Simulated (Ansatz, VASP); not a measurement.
One calculation of Al2Cu (Khatyrkite), two programs

The input INCAR:

```
PREC = Accurate ; ENCUT = 520
EDIFF = 1E-7 ; ISMEAR = -1
SIGMA = 0.05 ; LREAL = False
LASPH = True ; NELM = 100
ALGO = Normal ; ISIF = 2
LWAVE = False ; LCHARG = False
GGA = PS ; NBANDS = 26
KPAR = 2
```

The input KPOINTS:

```
Automatic mesh
0
Gamma
  7 7 7
```

Contents of POSCAR:

```
Al2Cu
1.0
   -3.0335000000      3.0335000000      2.4385000000
    3.0335000000     -3.0335000000      2.4385000000
    3.0335000000      3.0335000000     -2.4385000000
Cu Al
2 4
Direct
    0.2500000000      0.2500000000      0.0000000000
    0.7500000000      0.7500000000      0.0000000000
    0.3419000000      0.1581000000      0.5000000000
    0.8419000000      0.3419000000      0.1838000000
    0.6581000000      0.8419000000      0.5000000000
    0.1581000000      0.6581000000      0.8162000000
```

File input.yaml:

```yaml
crystal:
  lattice:
    - [-3.0335, 3.0335, 2.4385]
    - [3.0335, -3.0335, 2.4385]
    - [3.0335, 3.0335, -2.4385]
  atoms:
    - { symbol: Cu, position: [0.25, 0.25, 0.0] }
    - { symbol: Cu, position: [0.75, 0.75, 0.0] }
    - { symbol: Al, position: [0.3419, 0.1581, 0.5] }
    - { symbol: Al, position: [0.8419, 0.3419, 0.1838] }
    - { symbol: Al, position: [0.6581, 0.8419, 0.5] }
    - { symbol: Al, position: [0.1581, 0.6581, 0.8162] }
hamiltonian:
  xc: pbesol
  pseudopotentials: { kind: paw }
kpoints:
  mp_grid: { grid: [7, 7, 7] }
scf:
  occupations: { method: fermi_dirac, width: 0.05 }
output:
  forces: true
  stress: true
  eigenvalues: true
  write_density: true
  write_potential: true
  elf: true
  volumetric_format: npy
```

Alike in both runs: task single point; functional PBEsol; k mesh 7 × 7 × 7; occupations fermi-dirac, width 0.05 eV; no spin polarisation.

|  | VASP | Ansatz |
| --- | --- | --- |
| version | VASP 6.6.1 | Ansatz 0.2.0 |
| potentials or method | VASP PAW PBE potentials, release 64 (Cu, Al) | Ansatz PAW |
| plane-wave cutoff (eV) | 520 | 420 |
| valence electrons in the cell | 34 | 50 |

|  | VASP | Ansatz | Ansatz less VASP |
| --- | --- | --- | --- |
| gap on the k mesh at the Fermi level (eV) | none | none | - |
| pressure (GPa) | -3.2 | -3.5 | -0.27 |
| largest component of the traceless stress (GPa) | 0.15 | 0.16 | +0.006 |
| rms of the force components (eV/Å) | 0.031 | 0.032 | +0.0013 |

Atom by atom the forces differ by 0.001 eV/Å (rms over components). A gap of «none» marks a metal or a gap that the smearing closes. With one functional, cell and mesh, what is left measures potentials, basis and numerics. The two sets of potentials don't hold the same shells in valence.

Caveats: the PAW data sets were made with another functional, which shifts forces and pressure a little (VASP); the PAW data sets come from PBE, with cores solved anew for the run's functional, which leaves a small shift of forces and pressure (Ansatz).
